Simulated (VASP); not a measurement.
# Cs (Fm-3m) in VASP: single point with LDA

Aim: the single point of Cs with LDA.

Program: VASP 6.6.1. These are calculated values, not measurements. Logs are shortened: lines on timing, memory, paths and dates and some standing lists are left out, and cuts for length are marked.

**1. The undisturbed crystal**

It takes space group Fm-3m (No. 225, cubic). Conventional cell: a = 7.897 Å, b = 7.897 Å, c = 7.897 Å, α = 90.00°, β = 90.00°, γ = 90.00°.

This isn't the form of Cs at room conditions, which is bcc.

**2. Single point, LDA (z stretched by -1.5 % at fixed volume)**

The input, INCAR:

```
PREC = Accurate
ENCUT = 520
EDIFF = 1E-6
ISMEAR = -1
SIGMA = 0.08
LREAL = F
LASPH = T
NELM = 60
ALGO = Normal
ISIF = 2
LWAVE = F
LCHARG = T
GGA = CA
LELF = T
LVHAR = T
NBANDS = 10
```

The input, KPOINTS:

```
Automatic mesh
0
Gamma
  8 8 8
```

The input, POSCAR:

```
Cs
1.0
    0.0000000000      3.9782856185      3.8891107039
    3.9782856185      0.0000000000      3.8891107039
    3.9782856185      3.9782856185      0.0000000000
Cs
1
Direct
    0.0000000000      0.0000000000      0.0000000000
```

Potentials or basis: VASP PAW LDA potentials, release 64 (Cs_sv).

On the command line:

```bash
$ cat potpaw_LDA.64/Cs_sv/POTCAR > POTCAR
$ mpirun -np 1 vasp_std > vasp.out
```

OUTCAR:

```text
PREC = Accurate
   ENCUT = 520
   EDIFF = 1E-6
   ISMEAR = -1
   LREAL = F
   LASPH = T
   NELM = 60
   ISIF = 2
   GGA = CA

 ion  position               nearest neighbor table
   1  0.000  0.000  0.000-

  LATTYP: Found a body centered tetragonal cell.
 ALAT       =     5.6261454767
 C/A-ratio  =     1.3825133815

  Lattice vectors:

 A1 = (   0.0000000000,  -3.9782856185,  -3.8891107039)
 A2 = (   0.0000000000,   3.9782856185,  -3.8891107039)
 A3 = (   3.9782856185,   0.0000000000,   3.8891107039)

Analysis of symmetry for initial positions (statically):
=====================================================================
 Subroutine PRICEL returns:
 Original cell was already a primitive cell.

 Routine SETGRP: Setting up the symmetry group for a
 body centered tetragonal supercell.

 Subroutine GETGRP returns: Found 16 space group operations
 (whereof 16 operations were pure point group operations)
 out of a pool of 16 trial point group operations.

The static configuration has the point symmetry D_4h.

Analysis of symmetry for dynamics (positions and initial velocities):
=====================================================================
 Subroutine PRICEL returns:
 Original cell was already a primitive cell.

 Routine SETGRP: Setting up the symmetry group for a
 body centered tetragonal supercell.

 Subroutine GETGRP returns: Found 16 space group operations
 (whereof 16 operations were pure point group operations)
 out of a pool of 16 trial point group operations.

The dynamic configuration has the point symmetry D_4h.

 Subroutine INISYM returns: Found 16 space group operations
 (whereof 16 operations are pure point group operations),
 and found     1 'primitive' translations

----------------------------------------------------------------------------------------

                                     Primitive cell

  volume of cell :     123.1040

  direct lattice vectors                    reciprocal lattice vectors
     0.000000000  3.978285619  3.889110704    -0.125682278  0.125682278  0.128564096
     3.978285619  0.000000000  3.889110704     0.125682278 -0.125682278  0.128564096
     3.978285619  3.978285619  0.000000000     0.125682278  0.125682278 -0.128564096

  length of vectors
     5.563446641  5.563446641  5.626145477     0.219364529  0.219364529  0.219364529

  position of ions in fractional coordinates (direct lattice)
     0.000000000  0.000000000  0.000000000

  ion indices of the primitive-cell ions
[... 79 lines left out ...]
   NFREE  =      0    steps in history (QN), initial steepest desc. (CG)
   ISIF   =      2    stress and relaxation
   ISYM   =      2    0-nonsym 1-usesym 2-fastsym
   POTIM  = 0.5000    time-step for ionic-motion
   TEBEG  =    0.0;   TEEND  =   0.0 temperature during run
   PSTRESS=    0.0 pullay stress
   NELECT =       9.0000    total number of electrons
   NUPDOWN=      -1.0000    fix difference up-down
   EMIN   =  10.00;   EMAX   =-10.00  energy-range for DOS
   EFERMI =   0.00;   METHOD = LEGACY
   ISMEAR =    -1;   SIGMA  =   0.08  broadening in eV -4-tet -1-fermi 0-gaus
   EFERMI_NEDOS =   21; number of points for ismear=-14 and -15
   IALGO  =     38    algorithm
   IMIX   =      4    mixing-type and parameters
     AMIX     =   0.40;   BMIX     =  1.00
     AMIX_MAG =   1.60;   BMIX_MAG =  1.00
  volume/ion in A,a.u.               =     123.10       830.75
  Fermi-wavevector in a.u.,A,eV,Ry     =   0.684539  1.293591  6.375605  0.468594
  Thomas-Fermi vector in A             =   1.764221
   LORBIT       =      0    0 simple, 1 ext, 2 COOP (PROOUT), +10 PAW based schemes
   GGA     = CA    functional components
   LHFCALC =     F    Hartree Fock is set to
   AEXX    =    0.0000 exact exchange contribution
   IVDW    =     0    specifies the selected vdW correction
   LEPSILON=     F    determine dielectric tensor
   LRPA    =     F    only Hartree local field effects (RPA)
 non-spin polarized calculation
  energy-cutoff  :      520.00
  volume of cell :      123.10
 maximum number of plane-waves:      3338
 NGX is ok and might be reduce to    42
   NGX = 21   NGY = 21   NGZ = 21

 number of electron       9.0000002 magnetization

 Free energy of the ion-electron system (eV)
  ---------------------------------------------------
  ext. energy  EPLUGINS =         0.00000000
  ---------------------------------------------------
  free energy    TOTEN  =        -0.96524544 eV

  energy without entropy =       -0.93634282  energy(sigma->0) =       -0.95079413

 E-fermi :   0.1098     XC(G=0):  -5.3699

 val. band max:        0.0838631192   @ k =   0.5000   0.0000   0.0000
 cond. band min:       0.1591137097   @ k =   0.5000   0.0000   0.1250
 fundamental gap:      0.0752505905
 Fermi energy:         0.1098099263

 k-point     1 :       0.0000    0.0000    0.0000
  band No.  band energies     occupation
      1     -23.7367      2.00000
      2     -10.4825      2.00000
      3     -10.4825      2.00000
      4     -10.4820      2.00000
      5      -1.4883      2.00000
      6       2.4521      0.00000
      7       2.4521      0.00000
      8       2.5238      0.00000
      9       3.4095      0.00000
     10       3.5370      0.00000
[... 287 lines left out ...]
 k-point    24 :       0.3750    0.0000    0.1250
  band No.  band energies     occupation
      1     -23.7331      2.00000
      2     -10.5634      2.00000
      3     -10.5013      2.00000
      4     -10.4990      2.00000
      5      -0.4057      1.99682
      6       1.3869      0.00000
      7       2.1849      0.00000
      8       2.6046      0.00000
      9       3.4270      0.00000
     10       3.9886      0.00000

 [... further k-points ...]

------------------------ aborting loop because EDIFF is reached ----------------------------------------

  FORCE on cell =-STRESS in cart. coord.  units (eV):
  Direction    XX          YY          ZZ          XY          YZ          ZX
  --------------------------------------------------------------------------------------
  -------------------------------------------------------------------------------------
  Total       -0.3095496     -0.3095496     -0.3041942      0.0000000     -0.0000000     -0.0000000
  in kB       -4.0287341     -4.0287341     -3.9590347      0.0000000     -0.0000000     -0.0000000
  external PRESSURE =      -4.0055010 kB  Pullay stress =       0.0000000 kB

 VOLUME and BASIS-vectors are now :
 -----------------------------------------------------------------------------
  energy-cutoff  :      520.00
  volume of cell :      123.10
      direct lattice vectors                 reciprocal lattice vectors
     0.000000000  3.978285619  3.889110704    -0.125682278  0.125682278  0.128564096
     3.978285619  0.000000000  3.889110704     0.125682278 -0.125682278  0.128564096
     3.978285619  3.978285619  0.000000000     0.125682278  0.125682278 -0.128564096

 POSITION                                       TOTAL-FORCE (eV/Angst)
 -----------------------------------------------------------------------------------
      0.00000      0.00000      0.00000        -0.000000      0.000000      0.000000
 -----------------------------------------------------------------------------------
    total drift:                               -0.000000     -0.000000      0.000000

  FREE ENERGIE OF THE ION-ELECTRON SYSTEM (eV)
  ---------------------------------------------------
  free  energy   TOTEN  =        -0.9652454356 eV

  energy  without entropy=       -0.9363428226  energy(sigma->0) =       -0.95079413
```

stdout:

```text
POSCAR found type information on POSCAR Cs
 POSCAR found :  1 types and       1 ions
 scaLAPACK will be used
 LDA part: xc-table for (Slater(with rela. corr.)+CA(PZ))
 , standard interpolation
 POSCAR, INCAR and KPOINTS ok, starting setup
 FFT: planning ... GRIDC
 FFT: planning ... GRID_SOFT
 FFT: planning ... GRID
 WAVECAR not read
 entering main loop
```

It took 20 s on 1 thread of Intel Xeon 6975P-C (Granite Rapids), shared host; peak memory 0.23 GiB.

What came out:

| Quantity | Value |
| --- | --- |
| Free energy | -0.9652 eV |
| Pressure | -0.4 GPa |
| Band gap on the k mesh | none (metal or under the smearing width) |

Spin-orbit coupling is left out, which matters for the levels of Cs.
